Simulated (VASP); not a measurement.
A run of VASP 6.6.1 is set up as follows.

INCAR

```
  ALGO = Normal
  EDIFF = 1E-6
  ENCUT = 520
  GGA = PS
  ISIF = 2
  ISMEAR = 0
  LASPH = True
  LCHARG = False
  LREAL = False
  LWAVE = False
  NBANDS = 11
  NELM = 80
  PREC = Accurate
  SIGMA = 0.02
```

KPOINTS

```
k-points
0
Gamma
  8 8 8
```

File POSCAR:

```
AlP
1.0
    0.0000000000      2.7364837100      2.7364837100
    2.7364837100      0.0000000000      2.7364837100
    2.7364837100      2.7364837100      0.0000000000
Al P
1 1
Direct
    0.0000000000      0.0000000000      0.0000000000
    0.2500000000      0.2500000000      0.2500000000
```

Potentials or basis: VASP PAW PBE potentials, release 64 (Al, P).

Command:

```console
$ cat potpaw_PBE.64/Al/POTCAR potpaw_PBE.64/P/POTCAR > POTCAR
$ mpirun -np 1 vasp_std > vasp.out
```

Estimate the pressure.

-0.1 GPa.

Predict the band gap on the k mesh.

1.45 eV, indirect (least direct gap 3.14 eV).

Caveat: the PAW data sets were made with another functional, which shifts forces and pressure a little.

**Experimental background.**

A printed reference work, data compilation reports, for a bulk crystal of AlP at 4.2 K: band gap 2.505 eV (indirect).

A measured gap of AlP is 2.505 eV (indirect; 4.2 K; a printed reference work, data compilation); the calculated 1.45 eV misses it by -1.05 eV. The value is that of PBEsol on a finite k mesh, which can miss the band edges, without temperature or zero-point motion. Semilocal functionals fall short of measured gaps as a rule. The cell is a database's relaxed one, not the measured one, which moves gaps too.
